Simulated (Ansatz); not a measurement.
**Abstraction of Cl: SiHCl3 + C4H9 → SiHCl2 + C4H9Cl**

Species: SiHCl3 (trichlorosilane) `Cl[SiH](Cl)Cl`, singlet; C4H9 (1-butyl radical) `[CH2]CCC`, doublet; SiHCl2 `Cl[SiH]Cl`, doublet; C4H9Cl (1-chlorobutane) `CCCCCl`, singlet. A radical takes Cl: the energy is the difference in strength between the Si–Cl bond broken and the C–Cl bond made.

Shapes, held fixed at every level: PBE0-D4/def2-TZVP. Flexible molecules stand in one conformer, not always the lowest. Programs: Ansatz 0.2.0. The zero-point and thermal change to 298 K, harmonic and unscaled (PBE0-D4/def2-TZVP), is +8.2 kJ/mol.

```json
{"level": "MP2/def2-SVP", "kind": "perturbation theory", "ΔH(298 K) (kJ/mol)": "+101.4", "less CCSD/def2-SVP": "-4.5"}
{"level": "MP2/def2-TZVPP", "kind": "perturbation theory", "ΔH(298 K) (kJ/mol)": "+105.5", "less CCSD/def2-SVP": "-0.4"}
{"level": "HF/def2-SVP", "kind": "Hartree–Fock", "ΔH(298 K) (kJ/mol)": "+135.0", "less CCSD/def2-SVP": "+29.1"}
{"level": "BHLYP-D4/def2-TZVPP", "kind": "global hybrid", "ΔH(298 K) (kJ/mol)": "+118.5", "less CCSD/def2-SVP": "+12.6"}
{"level": "r2SCAN0-D4/def2-TZVPP", "kind": "global hybrid", "ΔH(298 K) (kJ/mol)": "+116.6", "less CCSD/def2-SVP": "+10.7"}
{"level": "wB97M-V/def2-TZVPP", "kind": "range-separated hybrid", "ΔH(298 K) (kJ/mol)": "+111.5", "less CCSD/def2-SVP": "+5.6"}
{"level": "CCSD/def2-SVP", "kind": "coupled cluster or CI", "ΔH(298 K) (kJ/mol)": "+105.9", "less CCSD/def2-SVP": "0.0"}
```

The highest level, CCSD/def2-SVP, gives ΔH(298 K) = +105.9 kJ/mol; the levels span +101.4 to +135.0. The column of differences is taken from that level and isn't an error. No measured value is set beside it here. Open shells run unrestricted.
